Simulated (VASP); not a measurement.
A run of VASP 6.6.1:

The input INCAR:

```
  PREC = Accurate
  ENCUT = 600
  EDIFF = 1E-6
  ISMEAR = 1
  SIGMA = 0.1
  LREAL = F
  LASPH = T
  NELM = 120
  ALGO = Fast
  ISIF = 3
  LWAVE = F
  LCHARG = F
  GGA = PS
  IBRION = 2
  NSW = 40
  EDIFFG = -0.005
```

Contents of KPOINTS:

```
regular mesh
0
Gamma
  18 18 10
```

File POSCAR:

```
Ru
1.0
    2.6900000000      0.0000000000      0.0000000000
   -1.3450000000      2.3296083400      0.0000000000
    0.0000000000      0.0000000000      4.2500000000
Ru
2
Direct
    0.3333333300      0.6666666700      0.2500000000
    0.6666666700      0.3333333300      0.7500000000
```

Potentials or basis: VASP PAW PBE potentials, release 64 (Ru_pv).

Run with:

```console
$ cat potpaw_PBE.64/Ru_pv/POTCAR > POTCAR
$ mpirun -np 1 vasp_std > vasp.out
```

Hardware: 1 thread of Intel(R) Xeon(R) Platinum 8259CL CPU @ 2.50GHz (Skylake/Cascade Lake), on a shared host.

Q: Estimate the wall time of this run.

A: It took 5.9 min on 1 thread of Intel(R) Xeon(R) Platinum 8259CL CPU @ 2.50GHz (Skylake/Cascade Lake), with other jobs on the host, peak memory 0.24 GiB. Counts: scf iterations 44, k points 222, ion steps 10.
